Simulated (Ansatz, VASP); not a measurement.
## CaO in VASP and in Ansatz

```xyz
2
Lattice="2.3551 2.3551 0.0000 -2.3551 2.3551 0.0000 0.0000 2.3551 2.3551" Properties=species:S:1:pos:R:3 pbc="T T T"
Ca    0.0000    0.0000    0.0000
O     0.0000    2.3551    0.0000
```

Alike in both runs: functional r2SCAN; k mesh 8 × 8 × 8; no spin polarisation.

Ansatz relaxed the structure, and its values are those at the end. VASP's run is a single point on that final structure, the one shown.

```csv
,VASP,Ansatz
version,VASP 6.6.1,Ansatz 0.2.0
potentials or method,"VASP PAW PBE potentials, release 64 (Ca_sv, O)","PAW with Ansatz's default frozen-core files, scalar-relativistic"
plane-wave cutoff (eV),520,500
occupations,"gaussian, width 0.01 eV",fixed
valence electrons in the cell,16,16
```

```tsv
	VASP	Ansatz	Ansatz less VASP
pressure (GPa)	8.3	7.0	-1.34
```

Caveats: the PAW data sets were made with another functional, which shifts forces and pressure a little (VASP). A k mesh can miss the band edges.
